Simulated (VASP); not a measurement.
Runs of VASP 6.6.1 on Cd. It takes space group Fm-3m (No. 225, cubic). The conventional cell has a = 4.436 Å, b = 4.436 Å, c = 4.436 Å, α = 90.00°, β = 90.00°, γ = 90.00°. Cd (site symmetry m-3m) has 12 Cd at 3.14 Å as nearest neighbours. This isn't the form of Cd at room conditions, which is hcp.

```tsv
task	level	cell	cutoff (eV)	gap on the mesh (eV)	pressure (GPa)	relaxed volume (Å³/atom)
relaxation of cell and atoms	PBEsol	relaxed	600	none	0.0	21.09
relaxation of cell and atoms	RPBE	relaxed	600	none	0.0	24.41
single point	PBEsol	Fm-3m, 21.01 Å³/atom	520	none	0.4	-
single point	RPBE	Fm-3m, 24.33 Å³/atom	520	none	(a)	-
```

Alike in all rows: potentials or basis VASP PAW PBE potentials, release 64 (Cd); no spin polarisation; k mesh 10 × 10 × 10; smearing methfessel-paxton 0.1 eV.

**Question.** Estimate the missing entries.

**Answer.** (a) 0.2.

Caveats: the PAW data sets were made with another functional, which shifts forces and pressure a little.

A k mesh can miss the band edges, and the runs leave out spin-orbit coupling on Cd.

A gap of «none» marks a metal or a gap under the smearing width.
